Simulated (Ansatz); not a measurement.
## VH₂ under pressure: fit and missing row

VH₂, Fm-3m, a = 4.164 Å. The structure is a COD entry; whether it is the stable form wasn't checked. Ansatz: PBEsol, PAW, 420 eV, Γ-centred 18×18×18 mesh on 3 atoms, Gaussian smearing 0.10 eV; no spin polarisation. Cell and atoms are relaxed at each pressure, and no other structure is tried, so the rows at high pressure may lie past a change of phase.

| V (Å³/atom) | P (GPa) |
| --- | --- |
| ? | 59.98 |
| 5.318 | 29.98 |
| 5.617 | 15.00 |
| 5.787 | 8.00 |
| 5.924 | 3.06 |
| 6.017 | 0.00 |
| 6.116 | -2.99 |

**Question.** Take V0 = 6.017 Å³/atom, fit the third-order Birch–Murnaghan form to the other rows, and predict the missing volume.

**Answer.** With the Eulerian strain f = ½[(V0/V)^(2/3) − 1] and y = P/[3f(1 + 2f)^(5/2)], the form is the line y = B0 + 1.5 B0 (B0′ − 4) f. Rows (f, y): 0.04291, 189.6; 0.02346, 190.0; 0.01316, 189.9; 0.00522, 190.4; -0.00541, 189.3. Means f = 0.01587, y = 189.84; Σ(Δf)² = 0.001362, ΣΔfΔy = 8.940×10⁻⁵; the slope is their ratio. y = 189.8 + 0.06562 f GPa, so B0 = 189.8 GPa and B0′ = 4 + 2 × (0.06562)/(3 × 189.8) = 4.00. P = 59.98 GPa is met at f = 0.07445 (y = 189.80), so V = V0 (1 + 2f)^(−3/2) = 4.886 Å³/atom. The run gave 4.885 Å³/atom, so the fit is 0.001 Å³/atom too high, a small miss on the scale of the series. The form still works here, 91 % of the fitted range beyond its end.